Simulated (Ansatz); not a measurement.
# Perovskite KTaO3, cell of 5 atoms

What do PBEsol, HSE06 and r²SCAN give for the perfect crystal in this cell, and at what cost?

Program: Ansatz 0.2.0, PAW, plane waves. These are calculated values, not measurements.

### 1 The system as built

5 atoms (1 K, 1 Ta, 3 O); a = 3.985 Å, b = 3.985 Å, c = 3.985 Å, α = 90.00°, β = 90.00°, γ = 90.00°.

Plan of the steps: (2) PBEsol single point at a 6×6×6 mesh, on 7 threads of Arm Neoverse-V2; (3) HSE06 single point at a 6×6×6 mesh, on 7 threads of Arm Neoverse-V2; (4) r²SCAN single point at a 6×6×6 mesh, on 7 threads of Arm Neoverse-V2.

Structure file:

```
K Ta O
1.0
     3.98544    0.00000    0.00000
     0.00000    3.98544    0.00000
     0.00000    0.00000    3.98544
K Ta O
1 1 3
Direct
  0.00000 0.00000 0.00000
  0.50000 0.50000 0.50000
  0.50000 0.50000 0.00000
  0.00000 0.50000 0.50000
  0.50000 0.00000 0.50000
```

### 2 Single point with PBEsol

File in.yaml:

```yaml
crystal:
  lattice:
    - [3.985439, 0.000000, 0.000000]
    - [0.000000, 3.985439, 0.000000]
    - [0.000000, 0.000000, 3.985439]
  atoms:
    - { symbol: K, position: [0.000000, 0.000000, 0.000000] }
    - { symbol: Ta, position: [0.500000, 0.500000, 0.500000] }
    - { symbol: O, position: [0.500000, 0.500000, 0.000000] }
    - { symbol: O, position: [0.000000, 0.500000, 0.500000] }
    - { symbol: O, position: [0.500000, 0.000000, 0.500000] }
kpoints:
  mp_grid: { grid: [6, 6, 6] }
  band_path: { path: [VBM, CBM], npoints: 2 }
hamiltonian:
  xc: pbesol
scf:
  occupations: { method: fermi_dirac, width: 0.01 }
output:
  forces: true
  eigenvalues: true
  stress: true
  populations: true
```

### 3 HSE06 single point

in.yaml: that of step 2 with these lines changed.

```diff
@@ -15,3 +15,3 @@
 hamiltonian:
-  xc: pbesol
+  xc: hse06
 scf:
@@ -21,3 +21,2 @@
   eigenvalues: true
-  stress: true
   populations: true
```

### 4 r²SCAN on the same atoms

in.yaml: that of step 3 with these lines changed.

```diff
@@ -15,3 +15,3 @@
 hamiltonian:
-  xc: hse06
+  xc: r2scan
 scf:
```

Before running it: what results should come out? Wanted: for each run, top filled to lowest empty; gap over the zone; energy; pressure.

**Answer**, as computed:

| level | time | top filled to lowest empty (eV) | gap over the zone (eV) | energy (eV/atom) | pressure (GPa) |
| --- | --- | --- | --- | --- | --- |
| PBEsol | 1.3 s (7 CPU threads) | 2.13 | 2.13 | -2602.2143 | -0.02 |
| HSE06 | 7.6 min (7 CPU threads) | 3.59 | 3.59 | -2635.8232 | - |
| r²SCAN | 1.9 s (7 CPU threads) | 2.63 | 2.63 | -2639.8771 | - |

At the same k points, PBEsol gives a spacing 1.45 eV smaller and r²SCAN gives a spacing 0.95 eV smaller than the 3.59 eV of HSE06.
